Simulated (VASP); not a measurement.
Input of a VASP 6.6.1 run:

Contents of INCAR:

```
SYSTEM = PbS
PREC = Accurate
ENCUT = 520
EDIFF = 1E-6
ISMEAR = -1
SIGMA = 0.05
LREAL = .FALSE.
LASPH = .TRUE.
NELM = 60
ALGO = Normal
ISIF = 2
LWAVE = .FALSE.
LCHARG = .FALSE.
LNONCOLLINEAR = .TRUE.
MAGMOM = 0 0 0 0 0 0
LORBIT = 11
LSORBIT = .TRUE.
GGA_COMPAT = .FALSE.
```

The input KPOINTS:

```
regular mesh
0
G
  6 6 6
  0 0 0
```

Contents of POSCAR:

```
PbS
1.0
    0.0000000000      2.9657500000      2.9657500000
    2.9657500000      0.0000000000      2.9657500000
    2.9657500000      2.9657500000      0.0000000000
Pb S
1 1
Direct
    0.0000000000      0.0000000000      0.0000000000
    0.5000000000      0.5000000000      0.5000000000
```

The input KPOINTS_OPT:

```
path GXWKGLUWLK,UX
10
line-mode
reciprocal
 0.0000000000  0.0000000000  0.0000000000  G
 0.5000000000  0.0000000000  0.5000000000  X

 0.5000000000  0.0000000000  0.5000000000  X
 0.5000000000  0.2500000000  0.7500000000  W

 0.5000000000  0.2500000000  0.7500000000  W
 0.3750000000  0.3750000000  0.7500000000  K

 0.3750000000  0.3750000000  0.7500000000  K
 0.0000000000  0.0000000000  0.0000000000  G

 0.0000000000  0.0000000000  0.0000000000  G
 0.5000000000  0.5000000000  0.5000000000  L

 0.5000000000  0.5000000000  0.5000000000  L
 0.6250000000  0.2500000000  0.6250000000  U

 0.6250000000  0.2500000000  0.6250000000  U
 0.5000000000  0.2500000000  0.7500000000  W

 0.5000000000  0.2500000000  0.7500000000  W
 0.5000000000  0.5000000000  0.5000000000  L

 0.5000000000  0.5000000000  0.5000000000  L
 0.3750000000  0.3750000000  0.7500000000  K

 0.6250000000  0.2500000000  0.6250000000  U
 0.5000000000  0.0000000000  0.5000000000  X
```

Potentials or basis: VASP PAW LDA potentials, release 64 (Pb_d, S).

Run with:

```sh
$ cat potpaw_LDA.64/Pb_d/POTCAR potpaw_LDA.64/S/POTCAR > POTCAR
$ mpirun -np 1 vasp_ncl > vasp.out
```

What does it give for the pressure?

-3.1 GPa.
